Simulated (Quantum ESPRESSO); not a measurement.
# GaN (F-43m) in Quantum ESPRESSO: further runs, part 2 of 2

Quantum ESPRESSO 7.5. Earlier steps stand in the parts before.

**3. Single point, PBEsol**

Contents of scf.in:

```
&CONTROL
  calculation = 'scf'
  prefix = 'pwscf'
  outdir = './tmp'
  pseudo_dir = './pseudo'
/
&SYSTEM
  ibrav = 0
  nat = 2
  ntyp = 2
  ecutwfc = 84
  nbnd = 15
  occupations = 'smearing'
  smearing = 'fd'
  degauss = 0.00367493
  force_symmorphic = .true.
/
&ELECTRONS
  conv_thr = 4d-10
  electron_maxstep = 120
  mixing_beta = 0.5
/
ATOMIC_SPECIES
Ga    69.7230 Ga.upf
N     14.0070 N.upf
CELL_PARAMETERS angstrom
   0.0000000000    2.2535006075    2.2535006075
   2.2535006075    0.0000000000    2.2535006075
   2.2535006075    2.2535006075    0.0000000000
ATOMIC_POSITIONS crystal
Ga     0.0000000000    0.0000000000    0.0000000000
N      0.2500000000    0.2500000000    0.2500000000
K_POINTS automatic
10 10 10 0 0 0
```

Contents of nscf.in:

```
&CONTROL
  calculation = 'nscf'
  prefix = 'pwscf'
  outdir = './tmp'
  pseudo_dir = './pseudo'
/
&SYSTEM
  ibrav = 0
  nat = 2
  ntyp = 2
  ecutwfc = 84
  nbnd = 159
  occupations = 'fixed'
  force_symmorphic = .true.
/
&ELECTRONS
  conv_thr = 1d-08
  diago_full_acc = .true.
  diago_thr_init = 1d-06
/
ATOMIC_SPECIES
Ga    69.7230 Ga.upf
N     14.0070 N.upf
CELL_PARAMETERS angstrom
   0.0000000000    2.2535006075    2.2535006075
   2.2535006075    0.0000000000    2.2535006075
   2.2535006075    2.2535006075    0.0000000000
ATOMIC_POSITIONS crystal
Ga     0.0000000000    0.0000000000    0.0000000000
N      0.2500000000    0.2500000000    0.2500000000
K_POINTS automatic
6 6 6 0 0 0
```

Potentials or basis: PseudoDojo 0.4.1 SR PBEsol standard.

The run is started by

```sh
OMP_NUM_THREADS=1 pw.x -in scf.in > scf.out
OMP_NUM_THREADS=1 pw.x -in nscf.in > nscf.out
```

scf.out:

```text
This program is part of the open-source Quantum ESPRESSO suite
     for quantum simulation of materials; please cite
[... 9 lines left out ...]
     --------------------
     sticks:   dense  smooth     PW     G-vecs:    dense   smooth      PW
     Sum         847     847    253                16145    16145    2733

     Using Slab Decomposition

     bravais-lattice index     =            0
     lattice parameter (alat)  =       6.0224  a.u.
     unit-cell volume          =     154.4542 (a.u.)^3
     number of atoms/cell      =            2
     number of atomic types    =            2
     number of electrons       =        18.00
     number of Kohn-Sham states=           15
     kinetic-energy cutoff     =      84.0000  Ry
     charge density cutoff     =     336.0000  Ry
     scf convergence threshold =      4.0E-10
     mixing beta               =       0.5000
     number of iterations used =            8  plain     mixing
     Exchange-correlation= PBESOL
                           (   1   4  10   8   0   0   0)

     celldm(1)=   6.022427  celldm(2)=   0.000000  celldm(3)=   0.000000
     celldm(4)=   0.000000  celldm(5)=   0.000000  celldm(6)=   0.000000

     crystal axes: (cart. coord. in units of alat)
               a(1) = (   0.000000   0.707107   0.707107 )
               a(2) = (   0.707107   0.000000   0.707107 )
               a(3) = (   0.707107   0.707107   0.000000 )

     reciprocal axes: (cart. coord. in units 2 pi/alat)
               b(1) = ( -0.707107  0.707107  0.707107 )
               b(2) = (  0.707107 -0.707107  0.707107 )
               b(3) = (  0.707107  0.707107 -0.707107 )

     PseudoPot. # 1 for Ga read from file:
     Ga.upf
     Pseudo is Norm-conserving + core correction, Zval = 13.0
     Generated using ONCVPSP code by D. R. Hamann
     Using radial grid of 1902 points,  6 beta functions with:
                l(1) =   0
                l(2) =   0
                l(3) =   1
                l(4) =   1
                l(5) =   2
                l(6) =   2

     PseudoPot. # 2 for N  read from file:
     N.upf
     Pseudo is Norm-conserving + core correction, Zval =  5.0
     Generated using ONCVPSP code by D. R. Hamann
     Using radial grid of 1058 points,  4 beta functions with:
                l(1) =   0
                l(2) =   0
                l(3) =   1
                l(4) =   1

     atomic species   valence    mass     pseudopotential
     Ga               13.00    69.72300     Ga( 1.00)
     N                 5.00    14.00700     N ( 1.00)

     24 Sym. Ops. (no inversion) found

   Cartesian axes

     site n.     atom                  positions (alat units)
         1        Ga     tau(   1) = (   0.0000000   0.0000000   0.0000000  )
         2        N      tau(   2) = (   0.3535534   0.3535534   0.3535534  )

     number of k points=    47  Fermi-Dirac smearing, width (Ry)=  0.0037
                       cart. coord. in units 2pi/alat
        k(    1) = (   0.0000000   0.0000000   0.0000000), wk =   0.0020000
        k(    2) = (   0.0707107   0.0707107  -0.0707107), wk =   0.0160000
        k(    3) = (   0.1414214   0.1414214  -0.1414214), wk =   0.0160000
        k(    4) = (   0.2121320   0.2121320  -0.2121320), wk =   0.0160000
        k(    5) = (   0.2828427   0.2828427  -0.2828427), wk =   0.0160000
        k(    6) = (  -0.3535534  -0.3535534   0.3535534), wk =   0.0080000
[... 39 lines left out ...]
        k(   46) = (  -0.0707107  -0.3535534   0.6363961), wk =   0.0480000
        k(   47) = (  -0.7071068   0.2828427   0.0000000), wk =   0.0240000

     Dense  grid:    16145 G-vectors     FFT dimensions: (  36,  36,  36)

     Initial potential from superposition of free atoms

     starting charge      17.9975, renormalised to      18.0000
     Starting wfcs are   13 randomized atomic wfcs +    2 random wfcs

     Self-consistent Calculation

     iteration #  1     ecut=    84.00 Ry     beta= 0.50
     Davidson diagonalization with overlap
     ethr =  1.00E-02,  avg # of iterations =  5.2

     total energy              =    -173.30577398 Ry
     estimated scf accuracy    <       0.47270577 Ry

     iteration #  2     ecut=    84.00 Ry     beta= 0.50
     Davidson diagonalization with overlap
     ethr =  2.63E-03,  avg # of iterations =  2.0

     total energy              =    -173.44428921 Ry
     estimated scf accuracy    <       0.09452534 Ry

     iteration #  3     ecut=    84.00 Ry     beta= 0.50
     Davidson diagonalization with overlap
     ethr =  5.25E-04,  avg # of iterations =  1.9

     negative rho (up, down):  2.299E-07 0.000E+00

     total energy              =    -173.46037067 Ry
     estimated scf accuracy    <       0.00295611 Ry

     iteration #  4     ecut=    84.00 Ry     beta= 0.50
     Davidson diagonalization with overlap
     ethr =  1.64E-05,  avg # of iterations =  4.5

     total energy              =    -173.46063848 Ry
     estimated scf accuracy    <       0.00029141 Ry

     iteration #  5     ecut=    84.00 Ry     beta= 0.50
     Davidson diagonalization with overlap
     ethr =  1.62E-06,  avg # of iterations =  2.6

     total energy              =    -173.46065530 Ry
     estimated scf accuracy    <       0.00001576 Ry

     iteration #  6     ecut=    84.00 Ry     beta= 0.50
     Davidson diagonalization with overlap
     ethr =  8.76E-08,  avg # of iterations =  2.1
[... 8 lines left out ...]
     total energy              =    -173.46066007 Ry
     estimated scf accuracy    <       0.00000040 Ry

     iteration #  8     ecut=    84.00 Ry     beta= 0.50
     Davidson diagonalization with overlap
     ethr =  2.21E-09,  avg # of iterations =  2.0

     total energy              =    -173.46066011 Ry
     estimated scf accuracy    <       0.00000001 Ry

     iteration #  9     ecut=    84.00 Ry     beta= 0.50
     Davidson diagonalization with overlap
     ethr =  6.64E-11,  avg # of iterations =  2.8

     End of self-consistent calculation

          k = 0.0000 0.0000 0.0000 (  1989 PWs)   bands (ev):

    -5.4497  -3.0922  -3.0922  -3.0922  -2.7794  -2.7794  10.4555  10.4555
    10.4555  12.1606  20.7018  20.7018  20.7018  27.8440  29.1281

          k = 0.0707 0.0707-0.0707 (  2004 PWs)   bands (ev):

    -5.3395  -3.0787  -3.0787  -3.0520  -2.7807  -2.7807   9.3496  10.3480
    10.3480  13.0186  20.1943  20.8657  20.8657  27.8381  27.8381

          k = 0.1414 0.1414-0.1414 (  2012 PWs)   bands (ev):

    -5.0650  -3.0475  -3.0475  -2.8824  -2.7794  -2.7794   7.5298  10.0838
    10.0838  14.0897  19.4070  21.1273  21.1273  26.7052  27.0821

          k = 0.2121 0.2121-0.2121 (  2012 PWs)   bands (ev):

    -4.7818  -3.0201  -3.0201  -2.7657  -2.7657  -2.4675   5.6456   9.7856
     9.7856  14.7583  19.0361  21.0962  21.0962  26.0061  27.5677
[... 118 lines left out ...]
    -4.4561  -2.9935  -2.8236  -2.8236  -2.7108  -1.4665   4.9101   7.9514
     7.9514  14.0736  17.1781  21.7127  23.9006  23.9006  32.4156

          k =-0.0707-0.6364 0.6364 (  2018 PWs)   bands (ev):

    -4.4264  -2.9982  -2.8167  -2.8085  -2.7111  -1.0786   4.4907   7.3614
     7.8766  14.2021  17.3723  21.8088  23.9915  24.0431  32.4594

          k = 0.0000-0.5657 0.5657 (  2018 PWs)   bands (ev):

    -4.4207  -2.9844  -2.8355  -2.8224  -2.7292  -0.8612   4.4933   6.4455
     8.0827  14.9237  18.0253  21.6650  23.5541  23.7698  31.9195

          k =-0.7071 0.0000 0.0000 (  2044 PWs)   bands (ev):

    -4.4184  -3.0129  -2.7914  -2.7914  -2.7035  -1.0094   4.2831   7.7318
     7.7318  13.7048  17.0381  22.0344  24.3222  24.3222  32.0767

          k = 0.2828 0.1414 0.0000 (  2001 PWs)   bands (ev):

    -4.8702  -3.0169  -3.0011  -2.8643  -2.7643  -2.6508   7.0719   8.9670
     9.7707  15.0186  18.6501  20.7430  21.7316  24.2618  28.6687

          k = 0.3536 0.2121-0.0707 (  2005 PWs)   bands (ev):

    -4.6598  -2.9971  -2.9726  -2.8353  -2.7516  -2.2109   5.7082   8.3282
     9.4544  15.8268  18.3866  20.1005  21.8827  25.0110  28.8860

          k =-0.2828-0.4243 0.5657 (  2011 PWs)   bands (ev):

    -4.5418  -2.9957  -2.9555  -2.8032  -2.7413  -1.5889   4.3760   8.0329
     9.1134  16.3307  17.9903  20.2828  21.7667  26.0795  29.0548

          k =-0.2121-0.3536 0.4950 (  2010 PWs)   bands (ev):

    -4.5083  -2.9977  -2.9511  -2.7829  -2.7410  -1.2449   3.7745   7.9577
     8.9653  16.5153  17.7390  20.5662  21.6937  26.6013  29.0706
[... 28 lines left out ...]
    -4.4522  -2.9759  -2.8728  -2.8183  -2.7195  -1.3234   4.8584   7.5170
     7.8273  14.8704  17.6825  21.1746  23.2850  24.2866  32.5150

          k =-0.0707-0.4950 0.6364 (  2011 PWs)   bands (ev):

    -4.4257  -2.9722  -2.8813  -2.8022  -2.7341  -0.9147   4.5798   6.6794
     7.7355  15.4614  18.1883  21.1823  22.6270  24.7181  31.1939

          k = 0.0000-0.4243 0.5657 (  2007 PWs)   bands (ev):

    -4.4303  -2.9738  -2.8879  -2.8019  -2.7583  -0.8484   4.6099   6.1454
     8.0664  16.2191  18.3761  20.7752  22.4037  25.0469  29.5390

          k =-0.7071 0.1414 0.0000 (  2014 PWs)   bands (ev):

    -4.4169  -2.9930  -2.8393  -2.7895  -2.7178  -0.9088   4.4068   7.3614
     7.3943  14.5418  17.6057  21.8697  23.1666  24.6210  32.6589

          k =-0.1414-0.4243 0.7071 (  1994 PWs)   bands (ev):

    -4.4423  -2.9569  -2.9220  -2.7996  -2.7515  -1.0340   4.7120   6.6883
     7.8102  16.4818  18.3495  20.0458  22.5061  25.2742  29.7290

          k =-0.0707-0.3536 0.6364 (  2002 PWs)   bands (ev):

    -4.4252  -2.9607  -2.9124  -2.7835  -2.7634  -0.8136   4.6210   6.4364
     7.5081  16.6880  18.4858  20.3487  22.0439  25.5114  29.3561

          k =-0.7071 0.2828 0.0000 (  2002 PWs)   bands (ev):

    -4.4145  -2.9565  -2.9092  -2.7799  -2.7520  -0.7492   4.6666   6.8221
     6.8523  16.1960  18.6222  21.1120  21.4998  25.4078  30.1276

     the Fermi energy is    11.3513 ev

!    total energy              =    -173.46066012 Ry
     estimated scf accuracy    <          2.6E-10 Ry
     smearing contrib. (-TS)   =      -0.00000000 Ry
     internal energy E=F+TS    =    -173.46066012 Ry

     The total energy is F=E-TS. E is the sum of the following terms:
     one-electron contribution =     -52.75723575 Ry
     hartree contribution      =      43.55908452 Ry
     xc contribution           =     -47.58819177 Ry
     ewald contribution        =    -116.67431711 Ry

     convergence has been achieved in   9 iterations

=------------------------------------------------------------------------------=
   JOB DONE.
=------------------------------------------------------------------------------=
```

Wall time 58 s (1 thread of Arm Neoverse V2, shared host); peak memory 0.06 GiB.

Results:

- Band gap on the k mesh, mean-field level: 1.71 eV, direct

**4. Comparison with measurements**

Step 2. Measured gap of GaN: 3.299 eV (direct; 0 K; a printed reference work, textbook). This calculation gives 1.71 eV (-1.59 eV). Spin-orbit coupling on Ga is left out. The value is that of PBEsol, without temperature or zero-point motion. Semilocal functionals fall short of measured gaps as a rule. The cell is a database's relaxed one, not the measured one, which moves gaps too.

Step 3. A measured gap of GaN is 3.299 eV (direct; 0 K; a printed reference work, textbook); the calculated 1.71 eV misses it by -1.59 eV. Spin-orbit coupling on Ga is left out. The value is that of PBEsol, without temperature or zero-point motion. Semilocal functionals fall short of measured gaps as a rule. The cell is a database's relaxed one, not the measured one, which moves gaps too.
